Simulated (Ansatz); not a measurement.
A structure relaxed at PBE0-D4/def2-TZVP, charge 0, multiplicity 1:

```xyz
14

C     3.2755    0.4313    0.5304
C     2.0984    0.2762    0.3399
C     0.7055    0.0928    0.1143
C     0.0403   -1.0093    0.6575
C    -1.3142   -1.1839    0.4357
C    -2.0219   -0.2661   -0.3274
C    -1.3679    0.8309   -0.8700
C    -0.0136    1.0128   -0.6530
H     4.3173    0.5680    0.6988
H     0.5984   -1.7221    1.2522
H    -1.8210   -2.0422    0.8615
H    -3.0829   -0.4058   -0.4993
H    -1.9167    1.5503   -1.4667
H     0.5028    1.8670   -1.0737
```

Problem. Give its formula and SMILES.

Solution. C8H6, `C#Cc1ccccc1`.

Problem. Point group (tolerance 0.08 Å, 0.16 Å for H)?

Solution. C2v.

Problem. Summarise the bond lengths by kind.

Solution. 8 × C–C 1.203 to 1.423 Å; 6 × C–H 1.064 to 1.084 Å.

Results of the Gaussian-basis code of Ansatz.
